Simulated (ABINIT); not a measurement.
# Gd: band structure with r2SCAN

Gd:

```
Gd
1.0
    -2.02500    2.02500    2.02500
     2.02500   -2.02500    2.02500
     2.02500    2.02500   -2.02500
Gd
1
Cartesian
  0.0000 0.0000 0.0000
```

This isn't the form of Gd at room conditions, which is hcp.

```yaml
Program: ABINIT 10.8.3 (patched build)
Task: band structure
Functional: r2SCAN
Potentials_or_basis: Ansatz PAW PBE default generated set, frozen core
Cutoff: 490 eV
k_mesh: 9 × 9 × 9
Occupations: fermi-dirac, width 0.05 eV
Spin: collinear spin, ferromagnetic start
Starting_moments: "[7.0] μB"
Fine-grid_cutoff: 979.61 eV
```

```json
{"Pressure": "0.3 GPa", "Band gap on the k mesh": "none (metal or under the smearing width)", "Net moment": "7.99 μB per cell", "Site moments": "Gd +7.41 μB", "Valence electrons inside the program's atomic spheres": "Gd 15.68 (radii [1.396] Å)"}
```

Levels at the corners of the path, in eV from the Fermi level:
Spin up:
| point | band 10 | band 11 | band 12 | band 13 | band 14 | band 15 | band 16 | band 17 |
| --- | --- | --- | --- | --- | --- | --- | --- | --- |
| Γ | -5.49 | -5.49 | -5.46 | 1.31 | 1.31 | 1.31 | 3.61 | 3.61 |
| H | -5.48 | -5.48 | -2.19 | -2.19 | 5.50 | 5.50 | 5.50 | 5.97 |
| N | -5.50 | -5.48 | -2.69 | -0.40 | 0.76 | 3.52 | 4.28 | 6.18 |
| Γ | -5.49 | -5.49 | -5.46 | 1.31 | 1.31 | 1.31 | 3.61 | 3.61 |
| P | -5.53 | -5.53 | -0.59 | -0.59 | -0.59 | 4.42 | 4.42 | 5.45 |
| H | -5.48 | -5.48 | -2.19 | -2.19 | 5.50 | 5.50 | 5.50 | 5.97 |
Spin down:
```csv
point,band 3,band 4,band 5,band 6,band 7,band 8
Γ,-20.60,-20.60,-3.98,1.46,1.46,1.46
H,-21.17,-21.17,-1.06,-1.06,1.53,1.59
N,-20.86,-20.61,-1.25,1.22,1.40,1.45
Γ,-20.60,-20.60,-3.98,1.46,1.46,1.46
P,-21.03,-21.03,0.96,0.96,0.96,1.59
H,-21.17,-21.17,-1.06,-1.06,1.53,1.59
```

Wall time 3.7 min on 4 MPI ranks on AMD EPYC 9R45 96-Core Processor (Zen 5), with other jobs on the host, peak memory 1.6 GiB a rank.

Caveat: the PAW data sets were made with another functional, which shifts forces and pressure a little; spin-orbit coupling is left out, which moves the levels of the heavy elements. The state reached can hang on the start; a lower one may exist.
